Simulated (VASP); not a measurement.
# NaH (P6_3/mmc) in VASP: notebook

Runs on NaH. Level: PBE. Tasks: single point.

Everything below comes from runs of VASP 6.6.1. Logs are shortened: lines on timing, memory, paths and dates and some standing lists are left out, and cuts for length are marked.

### 1 Starting point

Symmetry: P6_3/mmc, No. 194, hexagonal system. The conventional cell has a = 3.953 Å, b = 3.953 Å, c = 4.828 Å, α = 90.00°, β = 90.00°, γ = 120.00°. Na (site symmetry -6m2) is surrounded by 5 H at 2.28 to 2.41 Å. H (site symmetry -6m2) is surrounded by 5 Na at 2.28 to 2.41 Å.

The cell was built by a generator and needn't be a form met in nature.

### 2 Single point, PBE

Input file INCAR:

```
SYSTEM = NaH
PREC     = Accurate       ! precision mode
ENCUT    = 520            ! plane-wave cutoff, eV
EDIFF    = 1E-7           ! SCF threshold, eV
ISMEAR   = -1             ! smearing method
SIGMA    = 0.02           ! smearing width, eV
LREAL    = .FALSE.        ! projectors in reciprocal space
LASPH    = .TRUE.         ! aspherical terms in the spheres
NELM     = 100            ! most SCF steps
ALGO     = Normal         ! electronic algorithm
ISIF     = 2              ! what is computed and relaxed
LWAVE    = .FALSE.        ! write WAVECAR
LCHARG   = .FALSE.        ! write CHGCAR
GGA      = PE             ! functional
NBANDS   = 16             ! bands
```

Input file KPOINTS:

```
Automatic mesh
0
G
  12 12 6
  0 0 0
```

Input file POSCAR:

```
NaH
1.0
    3.9532815521      0.0000000000      0.0000000000
   -1.9766407760      3.4236422524      0.0000000000
    0.0000000000      0.0000000000      4.8282923143
Na H
2 2
Direct
    0.3333333333      0.6666666667     -0.0624996801
    0.6666666667      0.3333333333      0.4375003199
    0.3333333333      0.6666666667      0.4374996801
    0.6666666667      0.3333333333      0.9374996801
```

Potentials or basis: VASP PAW PBE potentials, release 64 (Na_pv, H).

The run is started by

```bash
> cat potpaw_PBE.64/Na_pv/POTCAR potpaw_PBE.64/H/POTCAR > POTCAR
> mpirun -np 1 vasp_std > vasp.out
```

OUTCAR:

```text
SYSTEM = NaH
   PREC = Accurate
   ENCUT = 520
   EDIFF = 1E-7
   ISMEAR = -1
   LREAL = .FALSE.
   LASPH = .TRUE.
   NELM = 100
   ISIF = 2
   GGA = PE

 ion  position               nearest neighbor table
   1  0.333  0.667  0.938-
   2  0.667  0.333  0.438-
   3  0.333  0.667  0.437-
   4  0.667  0.333  0.937-

  LATTYP: Found a hexagonal cell.
 ALAT       =     3.9532815521
 C/A-ratio  =     1.2213378305

  Lattice vectors:

 A1 = (   3.9532815521,   0.0000000000,   0.0000000000)
 A2 = (  -1.9766407760,   3.4236422524,   0.0000000000)
 A3 = (   0.0000000000,   0.0000000000,   4.8282923143)

Analysis of symmetry for initial positions (statically):
=====================================================================
 Subroutine PRICEL returns:
 Original cell was already a primitive cell.

 Routine SETGRP: Setting up the symmetry group for a
 hexagonal supercell.

 Subroutine GETGRP returns: Found 24 space group operations
 (whereof  6 operations were pure point group operations)
 out of a pool of 24 trial point group operations.

The static configuration has the point symmetry C_3v.
 The point group associated with its full space group is D_6h.

Analysis of symmetry for dynamics (positions and initial velocities):
=====================================================================
 Subroutine PRICEL returns:
 Original cell was already a primitive cell.

 Routine SETGRP: Setting up the symmetry group for a
 hexagonal supercell.

 Subroutine GETGRP returns: Found 24 space group operations
 (whereof  6 operations were pure point group operations)
 out of a pool of 24 trial point group operations.

The dynamic configuration has the point symmetry C_3v.
 The point group associated with its full space group is D_6h.

 Subroutine INISYM returns: Found 24 space group operations
 (whereof  6 operations are pure point group operations),
 and found     1 'primitive' translations

----------------------------------------------------------------------------------------

                                     Primitive cell

  volume of cell :      65.3491

  direct lattice vectors                    reciprocal lattice vectors
     3.953281552  0.000000000  0.000000000     0.252954409  0.146043296  0.000000000
    -1.976640776  3.423642252  0.000000000     0.000000000  0.292086593  0.000000000
     0.000000000  0.000000000  4.828292314     0.000000000  0.000000000  0.207112564

[... 83 lines left out ...]
   LSORBIT =      F    spin-orbit coupling
   LASPH  =      T    aspherical Exc in radial PAW
   ENCUT  =  520.0 eV  38.22 Ry    6.18 a.u.   7.35  7.35  8.98*2*pi/ulx,y,z
   NELM   =    100;   NELMIN=  2; NELMDL= -5     # of ELM steps
   EDIFF  = 0.1E-06   stopping-criterion for ELM
   LREAL  =      F    real-space projection
   EDIFFG = 0.1E-05   stopping-criterion for IOM
   NSW    =      0    number of steps for IOM
   IBRION =     -1    ionic relax: 0-MD 1-quasi-New 2-CG
   NFREE  =      0    steps in history (QN), initial steepest desc. (CG)
   ISIF   =      2    stress and relaxation
   ISYM   =      2    0-nonsym 1-usesym 2-fastsym
   POTIM  = 0.5000    time-step for ionic-motion
   TEBEG  =    0.0;   TEEND  =   0.0 temperature during run
   PSTRESS=    0.0 pullay stress
   NELECT =      16.0000    total number of electrons
   NUPDOWN=      -1.0000    fix difference up-down
   EMIN   =  10.00;   EMAX   =-10.00  energy-range for DOS
   EFERMI =   0.00;   METHOD = LEGACY
   ISMEAR =    -1;   SIGMA  =   0.02  broadening in eV -4-tet -1-fermi 0-gaus
   EFERMI_NEDOS =   21; number of points for ismear=-14 and -15
   IALGO  =     38    algorithm
   IMIX   =      4    mixing-type and parameters
     AMIX     =   0.40;   BMIX     =  1.00
     AMIX_MAG =   1.60;   BMIX_MAG =  1.00
  volume/ion in A,a.u.               =      16.34       110.25
  Fermi-wavevector in a.u.,A,eV,Ry     =   1.024161  1.935384 14.271231  1.048906
  Thomas-Fermi vector in A             =   2.157933
   LORBIT       =      0    0 simple, 1 ext, 2 COOP (PROOUT), +10 PAW based schemes
   GGA     = PE    functional components
   LHFCALC =     F    Hartree Fock is set to
   AEXX    =    0.0000 exact exchange contribution
   IVDW    =     0    specifies the selected vdW correction
   LEPSILON=     F    determine dielectric tensor
   LRPA    =     F    only Hartree local field effects (RPA)
 non-spin polarized calculation
  energy-cutoff  :      520.00
  volume of cell :       65.35
 maximum number of plane-waves:      1794
 NGX is ok and might be reduce to    30
   NGX = 15   NGY = 15   NGZ = 17

 number of electron      16.0000024 magnetization

 Free energy of the ion-electron system (eV)
  ---------------------------------------------------
  ext. energy  EPLUGINS =         0.00000000
  ---------------------------------------------------
  free energy    TOTEN  =       -10.07305350 eV

  energy without entropy =      -10.07305350  energy(sigma->0) =      -10.07305350

 E-fermi :  -0.9487     XC(G=0):  -7.1039

 val. band max:       -1.4236113260   @ k =   0.1667  -0.0000   0.0000
 cond. band min:       1.9055041892   @ k =   0.3333   0.3333   0.0000
 fundamental gap:      3.3291155152
 Fermi energy:        -0.9486752668

 k-point     1 :       0.0000    0.0000    0.0000
  band No.  band energies     occupation
      1     -23.7228      2.00000
      2     -23.6842      2.00000
      3     -23.6842      2.00000
      4     -23.6560      2.00000
      5     -23.6560      2.00000
      6     -23.6362      2.00000
[... 433 lines left out ...]
      3     -23.6857      2.00000
      4     -23.6791      2.00000
      5     -23.6569      2.00000
      6     -23.6479      2.00000
[... 8 lines left out ...]
     15      10.4902      0.00000
     16      11.3575      0.00000

 [... further k-points ...]
[... 5 lines left out ...]
  --------------------------------------------------------------------------------------
  -------------------------------------------------------------------------------------
  Total        0.1263371      0.1263371      0.1718361      0.0000000      0.0000000     -0.0000000
  in kB        3.0974325      3.0974325      4.2129407      0.0000000      0.0000000     -0.0000000
  external PRESSURE =       3.4692686 kB  Pullay stress =       0.0000000 kB

 VOLUME and BASIS-vectors are now :
 -----------------------------------------------------------------------------
  energy-cutoff  :      520.00
  volume of cell :       65.35
      direct lattice vectors                 reciprocal lattice vectors
     3.953281552  0.000000000  0.000000000     0.252954409  0.146043296  0.000000000
    -1.976640776  3.423642252  0.000000000     0.000000000  0.292086593  0.000000000
     0.000000000  0.000000000  4.828292314     0.000000000  0.000000000  0.207112564

 POSITION                                       TOTAL-FORCE (eV/Angst)
 -----------------------------------------------------------------------------------
     -0.00000      2.28243      4.52653        -0.000000      0.000000      0.000000
      1.97664      1.14121      2.11238         0.000000      0.000000      0.000000
     -0.00000      2.28243      2.11238         0.000000     -0.000000     -0.000000
      1.97664      1.14121      4.52652        -0.000000     -0.000000      0.000000
 -----------------------------------------------------------------------------------
    total drift:                               -0.000000      0.000000      0.000245

  FREE ENERGIE OF THE ION-ELECTRON SYSTEM (eV)
  ---------------------------------------------------
  free  energy   TOTEN  =       -10.0730534984 eV

  energy  without entropy=      -10.0730534984  energy(sigma->0) =      -10.07305350
```

stdout:

```text
POSCAR found type information on POSCAR NaH
 POSCAR found :  2 types and       4 ions
 scaLAPACK will be used
 LDA part: xc-table for (Slater+PW92), standard interpolation
 POSCAR, INCAR and KPOINTS ok, starting setup
 FFT: planning ... GRIDC
 FFT: planning ... GRID_SOFT
 FFT: planning ... GRID
 WAVECAR not read
 entering main loop
```

Run time: 28 s. Hardware: 1 thread of Intel Xeon 6975P-C (Granite Rapids), shared host; peak memory 0.2 GiB.

Results:

- Free energy: -10.0731 eV
- Pressure: 0.3 GPa
- Band gap on the k mesh: 3.33 eV, indirect (least direct gap 4.12 eV)

Stress tensor (GPa, compression positive):
```
0.31 0.00 0.00
0.00 0.31 0.00
0.00 0.00 0.42
```

(Part 1 of 2 ends here.)
